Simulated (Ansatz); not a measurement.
# Ir (P-1) in Ansatz: convergence with smearing width

Aim: find how far smearing width must go before the results for Ir settle, at r2SCAN. This setting moves, with any that are tied to it; all else stays.

Everything below comes from runs of Ansatz 0.2.0. Logs are shortened: lines on timing, memory, paths and dates and some standing lists are left out, and cuts for length are marked.

**1. The structure**

The typed cell holds 1 atom: a = 2.542 Å, b = 2.611 Å, c = 2.995 Å, α = 58.28°, β = 61.38°, γ = 59.90°.

This isn't the form of Ir at room conditions, which is fcc.

**2. With smearing width 0.3 eV**

Contents of input.yaml:

```yaml
crystal:
  lattice:
    - [0.06446927, 1.83735574, 1.75604886]
    - [1.94181314, 0.07743499, 1.74308315]
    - [2.17282487, 2.05540176, -0.15357675]
  atoms:
    - { symbol: Ir, position: [0.0, 0.0, 0.0] }
hamiltonian:
  xc: r2scan
  pseudopotentials: { kind: paw, source: jth }
kpoints:
  mp_grid: { grid: [9, 9, 8] }
scf:
  occupations: { method: cold, width: 0.3 }
output:
  forces: true
  stress: true
  eigenvalues: true
```

Potentials or basis: JTH PAW.

Launch:

```sh
$ ansatz run input.yaml --threads 2 --pin off --max-ram 5632MiB --backend cpu --events-out ev --progress --plain --runs-dir out
```

It took 7.1 s on 2 threads of Arm Neoverse V1, shared host; peak memory 0.42 GiB.

What came out:

| Quantity | Value |
| --- | --- |
| Free energy | -11172.8312 eV |
| Pressure | 22.6 GPa |
| Band gap on the k mesh | none (metal or under the smearing width) |

**3. With smearing width 0.2 eV**

input.yaml: that of step 2 with these lines changed.

```diff
@@ -13,3 +13,3 @@
 scf:
-  occupations: { method: cold, width: 0.3 }
+  occupations: { method: cold, width: 0.2 }
 output:
```

Potentials or basis: JTH PAW.

Launch:

```sh
$ ansatz run input.yaml --threads 2 --pin off --max-ram 5632MiB --backend cpu --events-out ev --progress --plain --runs-dir out
```

It took 7.1 s on 2 threads of Arm Neoverse V1, shared host; peak memory 0.42 GiB.

What came out:

```
Free energy            : -11172.8291 eV
Pressure               : 22.5 GPa
Band gap on the k mesh : none (metal or under the smearing width)
```

**4. With smearing width 0.15 eV**

input.yaml: that of step 3 with these lines changed.

```diff
@@ -13,3 +13,3 @@
 scf:
-  occupations: { method: cold, width: 0.2 }
+  occupations: { method: cold, width: 0.15 }
 output:
```

Launch:

```sh
$ ansatz run input.yaml --threads 2 --pin off --max-ram 5632MiB --backend cpu --events-out ev --progress --plain --runs-dir out
```

Run time: 7.1 s. Hardware: 2 threads of Arm Neoverse V1, shared host; peak memory 0.42 GiB.

What came out:

| Item | Value |
| --- | --- |
| Free energy | -11172.8286 eV |
| Pressure | 22.5 GPa |
| Band gap on the k mesh | none (metal or under the smearing width) |

**5. With smearing width 0.1 eV**

input.yaml: that of step 4 with these lines changed.

```diff
@@ -13,3 +13,3 @@
 scf:
-  occupations: { method: cold, width: 0.15 }
+  occupations: { method: cold, width: 0.1 }
 output:
```

Launch:

```sh
$ ansatz run input.yaml --threads 2 --pin off --max-ram 5632MiB --backend cpu --events-out ev --progress --plain --runs-dir out
```

It took 6.9 s on 2 threads of Arm Neoverse V1, shared host; peak memory 0.42 GiB.

Results:

```
Free energy            : -11172.8283 eV
Pressure               : 22.5 GPa
Band gap on the k mesh : none (metal or under the smearing width)
```

**6. With smearing width 0.05 eV**

input.yaml: that of step 5 with these lines changed.

```diff
@@ -13,3 +13,3 @@
 scf:
-  occupations: { method: cold, width: 0.1 }
+  occupations: { method: cold, width: 0.05 }
 output:
```

Potentials or basis: JTH PAW.

Launch:

```sh
$ ansatz run input.yaml --threads 2 --pin off --max-ram 5632MiB --backend cpu --events-out ev --progress --plain --runs-dir out
```

Wall time 6.6 s (2 threads of Arm Neoverse V1, shared host); peak memory 0.42 GiB.

It converged, with:

```
Free energy            : -11172.8282 eV
Pressure               : 22.5 GPa
Band gap on the k mesh : none (metal or under the smearing width)
```

**7. With smearing width 0.025 eV**

input.yaml: that of step 6 with these lines changed.

```diff
@@ -13,3 +13,3 @@
 scf:
-  occupations: { method: cold, width: 0.05 }
+  occupations: { method: cold, width: 0.025 }
 output:
```

Launch:

```sh
$ ansatz run input.yaml --threads 2 --pin off --max-ram 5632MiB --backend cpu --events-out ev --progress --plain --runs-dir out
```

It took 6.6 s on 2 threads of Arm Neoverse V1, shared host; peak memory 0.42 GiB.

Results (log left out):

```yaml
Free_energy: -11172.8283 eV
Pressure: 22.5 GPa
Band_gap_on_the_k_mesh: none (metal or under the smearing width)
```

**8. With smearing width 0.01 eV**

input.yaml: that of step 7 with these lines changed.

```diff
@@ -13,3 +13,3 @@
 scf:
-  occupations: { method: cold, width: 0.025 }
+  occupations: { method: cold, width: 0.01 }
 output:
```

Launch:

```sh
$ ansatz run input.yaml --threads 2 --pin off --max-ram 5632MiB --backend cpu --events-out ev --progress --plain --runs-dir out
```

It took 7 s on 2 threads of Arm Neoverse V1, shared host; peak memory 0.41 GiB.

The run converged. Its results:

```yaml
Free_energy: -11172.8283 eV
Pressure: 22.5 GPa
Band_gap_on_the_k_mesh: none (metal or under the smearing width)
```

**9. With smearing width 0.005 eV**

input.yaml: that of step 8 with these lines changed.

```diff
@@ -13,3 +13,3 @@
 scf:
-  occupations: { method: cold, width: 0.01 }
+  occupations: { method: cold, width: 0.005 }
 output:
```

Potentials or basis: JTH PAW.

Launch:

```sh
$ ansatz run input.yaml --threads 2 --pin off --max-ram 5632MiB --backend cpu --events-out ev --progress --plain --runs-dir out
```

Standard output:

```text
Warning: the checks of this Ir dataset prove no rule for summing its radial tables, as where they were carried onto another mesh than they were made on, and Gregory's rule is taken, under which a leading mesh point left out moves its sums only by what lay on the interval it spanned. That does not make them correct, and they differ from Quantum ESPRESSO's on this file; a re-export a fraction of a mesh step off can move them. hamiltonian.pseudopotentials.radial_quadrature: simpson_from_first_knot sums it by `pw.x`'s rule; on a PAW file no value gives `pw.x`'s numbers. What more to know: hamiltonian.pseudopotentials.radial_quadrature, in the input reference
Warning: RAYON_NUM_THREADS=2 ignored (pool sized by the plan → 2); use --threads N
Engine: ansatz 0.2.0, aarch64-unknown-linux-gnu
Pseudopotentials: kind: paw
Pseudopotential: Ir, paw, valence charge 15, recommended cutoff 720 eV (normal), Ir.paw.azcp
Functional definition: r2SCAN
  parameter k0 = 0.174
  parameter k1 = 0.065
  parameter a1 = 4.9479
  exchange = r2scan_x(k0 = k0, k1 = k1, a1 = a1)
  correlation = r2scan_c
Crystal: 1 atoms, lattice volume = 13.988 Å³
Basis set: ecut = 720 eV, 611 PW (Γ), exchange–correlation on 96×96×108 points (64 copies of the dense FFT grid, shifted against one another)
Bands: 12, of which v1, the nominal top of the filled ones, is band 8 counted from 1 (7 counted from 0)
Symmetry: 2 space group operations
Space group: P-1 (ITA 2), of the structure as read, at distance tolerance 2.4e-5 Å
k-points: 325 of 648
Non-local potential: Ir, projectors of the file, l = 0: 2, l = 1: 2, l = 2: 2
PAW form: soft (Blöchl's): semilocal exchange-correlation on the pseudo side does not see the compensation charge
PAW frozen core: Ir, regenerated for the run's functional (the file was generated under x = pbe(κ = 0.804, μ = 0.2195149727645171), c = pbe(β = 0.06672455060314922))
PAW one-centre angular grid: Ir, 590 points (default); XC on 160 Gauss nodes
Initial density: superposition of atomic densities (chi_scale 0.1, normalization cell)
Initial wavefunctions: pseudopotential atomic-orbital guess
Functional: x = r2scan, c = r2scan; τ floored in thin density (d = 2e-4 eV/Å³)
SCF iter   1: F=—  HF=-11173.095273 eV  |F-HF|=—  |Δ(HF+E_count)|=         —  Δρ=8.67e-2  dr2=9.96e-1  dr2_τ=4.14e-2  ethr=3.10e-3  ⟨swp⟩=8.1  Hψ=33421  notcnv=0
preconditioner: auto → none  [insulator: Δε(μ)=0.007 eV  Ē_g=13.268 eV  σ=0.005 eV  W_gap=0.60  n_scr=2 (ndim 8)  ℏωp=29.8 eV  f_vac=0.000  D(μ)=1.79/eV (n_scr^D=20)  ε∞_Penn≈6.0]
SCF iter   2: F=—  HF=-11172.817636 eV  |F-HF|=—  |Δ(HF+E_count)|=   2.78e-1  S|Δr|=    0.00e0  Δρ=1.76e-2  dr2=2.24e-2  dr2_τ=8.77e-3  ethr=3.10e-3  ⟨swp⟩=3.5  Hψ=10065  notcnv=0  defer=176
SCF iter   3: F=—  HF=-11172.828563 eV  |F-HF|=—  |Δ(HF+E_count)|=   1.09e-2  S|Δr|=    0.00e0  Δρ=8.43e-3  dr2=6.38e-3  dr2_τ=3.18e-4  ethr=1.49e-4  ⟨swp⟩=3.2  Hψ=6909  notcnv=0  defer=176
SCF iter   4: F=—  HF=-11172.828278 eV  |F-HF|=—  |Δ(HF+E_count)|=   2.85e-4  S|Δr|=    0.00e0  Δρ=1.21e-3  dr2=1.92e-4  dr2_τ=1.01e-5  ethr=4.25e-5  ⟨swp⟩=2.7  Hψ=6741  notcnv=0  defer=176
SCF iter   5: F=—  HF=-11172.828244 eV  |F-HF|=—  |Δ(HF+E_count)|=   3.31e-5  S|Δr|=    0.00e0  Δρ=3.56e-4  dr2=1.22e-5  dr2_τ=5.35e-7  ethr=1.28e-6  ⟨swp⟩=2.5  Hψ=6670  notcnv=0  defer=176
SCF iter   6: F=—  HF=-11172.828251 eV  |F-HF|=—  |Δ(HF+E_count)|=   6.93e-6  S|Δr|=    0.00e0  Δρ=1.37e-4  dr2=1.81e-6  dr2_τ=9.74e-8  ethr=8.16e-8  ⟨swp⟩=2.1  Hψ=6203  notcnv=0  defer=176
SCF iter   7: F=—  HF=-11172.828252 eV  |F-HF|=—  |Δ(HF+E_count)|=   2.12e-7  S|Δr|=    0.00e0  Δρ=4.88e-5  dr2=2.61e-7  dr2_τ=1.18e-8  ethr=1.20e-8  ⟨swp⟩=2.8  Hψ=6338  notcnv=0  defer=176
SCF iter   8: F=-11172.828252 eV  HF=-11172.828252 eV  |F-HF|=1.52e-9  |Δ(HF+E_count)|=   6.37e-8  S|Δr|=    0.00e0  Δρ=8.29e-6  dr2=5.67e-9  dr2_τ=2.48e-10  ethr=6.67e-10  ⟨swp⟩=8.3  Hψ=18057  notcnv=0
SCF 1 converged in 8 iterations: F = -11172.828252 eV  dr2 = 5.67e-9
SCF converged after 8 iterations
Stability not checked: this state was not tested for a lower state beside it, because cold or Methfessel-Paxton smearing, or corrected tetrahedra, fill the levels in a way that the test cannot read (fill_not_monotonic; see scf.lower_state_search)
Free energy (F): -11172.828252 eV
Harris-Foulkes:  -11172.828252 eV  (|F-HF|=1.52e-9)
Internal energy: -11172.828257 eV  (E = F + TS)
E sigma→0 (E₀):  -11172.828253 eV
Entropy (-TS):   0.000006 eV (0.006 meV/atom)
Fermi energy:    25.177421 eV
--- Per-component energies (eV) ---
  E_band       = 32.866452
  E_kinetic    = 264.736072
  E_local      = -759.783072  (includes V_loc(G=0)·N_el)
  E_nonlocal   = 435.958524
  E_hartree    = 229.196395
  E_xc         = -92.744370
  E_vxc        = -130.268027  (∫ρ·V_xc dr)
  E_paw        = -9316.165982  (= ΣΔE_a)
  E_vpaw       = -245.453411  (= ΣTr[D̂ρ^β])
  E_aug_tail   = 0.000046  (compensation charges beyond the density's cutoff)
  E_vtau       = 9.281897  (kinetic-family band-sum trace: ∫τ·v_τ [+ j·A + Jᵃ·Aᵃ] dr)
  E_ewald      = -1934.371244
  E_core_change = 0.345375  (= ΣΔE_core)
  E_smearing   = 0.000006  (= −TS)
  E_closure    = -0.000000  (closes the sum)
  Σ components = -11172.828252   (vs F -11172.828252, Δ=0.00e0)
--- Forces (eV/Å), atoms counted from 1 ---
  atom   1  Ir     0.00000000     0.00000000     0.00000000
  max |Σ_I F_I| component: 0.00e0 eV/Å
--- Stress (GPa, compression-positive) ---
       11.516420     -24.322751      20.399691
      -24.322748      30.843208      22.534270
       20.399707      22.534262      25.148578
  P = ⅓ Tr σ = 22.5027 GPa (225.027 kbar)
--- Band table (eV; the first three rows and the last of 325) ---
  k-point 0: bands = ["-25.5451", "-25.4799", "-25.4226", "13.7258", "19.6172", "21.3505", "21.9223", "23.9295", "25.2103", "33.1040", "39.3567", "42.6220"]
  k-point 1: bands = ["-25.6298", "-25.4947", "-25.4245", "14.2478", "19.6638", "21.2815", "21.9403", "24.1759", "25.1485", "33.1010", "39.3670", "42.0054"]
  k-point 2: bands = ["-25.8394", "-25.5223", "-25.4282", "15.4034", "20.1251", "21.1324", "21.9062", "24.9186", "25.1721", "33.0867", "37.1026", "41.7526"]
  k-point 324: bands = ["-26.6159", "-25.8257", "-25.5476", "17.3445", "19.6406", "22.4543", "23.5971", "25.6708", "29.3191", "32.9230", "34.4966", "39.8145"]
```

Wall time 7.3 s (2 threads of Arm Neoverse V1, shared host); peak memory 0.42 GiB.

What came out:

```yaml
Free_energy: -11172.8283 eV
Pressure: 22.5 GPa
Band_gap_on_the_k_mesh: none (metal or under the smearing width)
```

**10. The series at a glance**

| smearing width | energy less the tightest run, at zero smearing (meV/atom) | pressure (GPa) | SCF cycles | CPU time (s) | peak memory (GiB) |
| --- | --- | --- | --- | --- | --- |
| 0.3 eV | -0.21 | 22.60 | 7 | 14 | 0.42 |
| 0.2 eV | 0.14 | 22.53 | 7 | 14 | 0.42 |
| 0.15 eV | 0.00 | 22.50 | 7 | 14 | 0.42 |
| 0.1 eV | 0.04 | 22.50 | 7 | 13 | 0.42 |
| 0.05 eV | 0.00 | 22.50 | 7 | 13 | 0.42 |
| 0.025 eV | -0.02 | 22.50 | 7 | 13 | 0.42 |
| 0.01 eV | 0.00 | 22.50 | 7 | 14 | 0.41 |
| 0.005 eV | 0.00 | 22.50 | 8 | 14 | 0.42 |

Against the tightest run, the energy stays within 1 meV/atom from 0.3 eV on; the pressure stays within 0.1 GPa from 0.3 eV on. Narrower smearing needs a denser k mesh, so at a fixed mesh the narrowest width isn't the most accurate. The tightest run that finished is the yardstick and may itself not be fully converged.

Caveats: so large a pressure means that the cell lies far from this level's equilibrium, or that cutoff or potentials fall short.
